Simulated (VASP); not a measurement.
Results of a VASP single-point calculation on PbO₂ (strained rutile)

POSCAR

```
Pb O
 1.0000000000000000
     5.0336845418999996    0.0000000000000000    0.0000000000000000
     0.0000000000000000    5.0336845418999996    0.0000000000000000
     0.0000000000000000    0.0000000000000000    3.3758056962000000
 Pb  O
   2   4
Cartesian
  0.0000000000000000 -0.0000000000000000  0.0000000000000000
  2.5168422709499993  2.5168422709499993  1.6879028480999998
  1.5474341888892689  1.5474341888892689  0.0000000000000000
  0.9694080820607309  4.0642764598392684  1.6879028480999998
  4.0642764598392684  0.9694080820607309  1.6879028480999998
  3.4862503530107309  3.4862503530107309  0.0000000000000000
```

* gap between bands v and c: 0.00 eV
* least direct gap: 0.01 eV
* largest force: 0.07 eV/Å

Band v is the last that the valence electrons fill when counted band by band, and c is the next. Levels in eV from the top of v:

```csv
point,v−1,v,c,c+1
Γ,-0.58,-0.58,0.08,4.27
X,-0.39,-0.39,2.35,2.35
M,-0.51,-0.51,2.80,2.80
Z,-0.78,-0.78,3.70,3.70
R,-0.25,-0.25,3.98,3.98
A,-0.55,-0.55,2.79,2.79
```

Question: Which of these levels of theory gave these results?
A. PBE with spin–orbit coupling
B. LDA
C. HSE06
D. PBEsol
E. PBE0
F. r²SCAN
G. PBE

Answer: G.

The INCAR was:

```
EDIFF = 1E-7
LREAL = .FALSE.
ENCUT = 520
SIGMA = 0.02
GGA = PE
LCHARG = .FALSE.
LASPH = .TRUE.
NELM = 120
LWAVE = .FALSE.
NSW = 0
ISMEAR = -1
ISIF = 2
PREC = Accurate
IBRION = -1
NBANDS = 35
```
